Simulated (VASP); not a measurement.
Set up this calculation in VASP 6.6.1, as the native input.

| Quantity | Value |
| --- | --- |
| Task | single point |
| Functional | LDA |
| Potentials or basis | VASP PAW LDA potentials, release 64 (W_sv) |
| Cutoff | 520 eV |
| k mesh | 18 × 18 × 18 |
| Occupations | gaussian, width 0.1 eV |
| Spin | no spin polarisation |
| Further INCAR settings | ALGO = Normal; EDIFF = 1e-07 |

The structure of W lies in POSCAR:

```
W                                       
1.0
   -1.6167421163      1.6167421163      1.6167421163
    1.6167421163     -1.6167421163      1.6167421163
    1.6167421163      1.6167421163     -1.6167421163
  W             
     1
Direct
     0.0000000000000000    0.0000000000000000    0.0000000000000000
```

The cell isn't the ideal one: a relaxed cell with its volume scaled by 1.09.

These files were run (other wordings do the same):

INCAR

```
PREC = Accurate
ENCUT = 520
EDIFF = 1E-7
ISMEAR = 0
SIGMA = 0.1
LREAL = False
LASPH = True
NELM = 100
ALGO = Normal
ISIF = 2
LWAVE = False
LCHARG = False
```

KPOINTS

```
regular mesh
0
Gamma
  18 18 18
```

Potentials or basis: VASP PAW LDA potentials, release 64 (W_sv).

Command:

```bash
$ cat potpaw_LDA.64/W_sv/POTCAR > POTCAR
$ mpirun -np 1 vasp_std > vasp.out
```

It gave:

```yaml
Pressure: -24.3 GPa
Band_gap_on_the_k_mesh: none (metal or under the smearing width)
```

Caveat: so large a pressure means that the cell lies far from this level's equilibrium, or that cutoff or potentials fall short.

Run time: 36 s on 1 thread of Intel(R) Xeon(R) Platinum 8375C CPU @ 2.90GHz (Ice Lake), on a shared host, peak memory 0.16 GiB.
